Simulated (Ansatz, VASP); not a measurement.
# K: VASP beside Ansatz

```
CELL_PARAMETERS angstrom
7.38674 0.00000 0.00000
-3.69337 6.39711 0.00000
0.00000 0.00000 4.52807
ATOMIC_POSITIONS crystal
K 0.00000 0.00000 0.00000
K 0.33333 0.66667 0.50000
K 0.66667 0.33333 0.50000
```

The cell was built by a generator and needn't be a form met in nature.

Alike in both runs: task relaxation of cell and atoms; functional LDA; k mesh 5 × 5 × 7; occupations fermi-dirac, width 0.1 eV; no spin polarisation.

|  | VASP | Ansatz |
| --- | --- | --- |
| version | VASP 6.6.1 | Ansatz 0.2.0 |
| potentials or method | VASP PAW LDA potentials, release 64 (K_sv) | plane waves (420 eV) with PAW, scalar-relativistic |
| plane-wave cutoff (eV) | 600 | 420 |
| valence electrons in the cell | 27 | 27 |

|  | VASP | Ansatz | Ansatz less VASP |
| --- | --- | --- | --- |
| relaxed volume (Å³/atom) | 64.65 | 64.74 | +0.090 |
| relaxed cell length with the largest relative difference (Å) | 4.295 | 4.301 | +0.0061 |
| energy change over the relaxation (meV/atom) | -9 | -9 | +0.2 |

Ansatz warned: «pseudo_functional_mismatch».
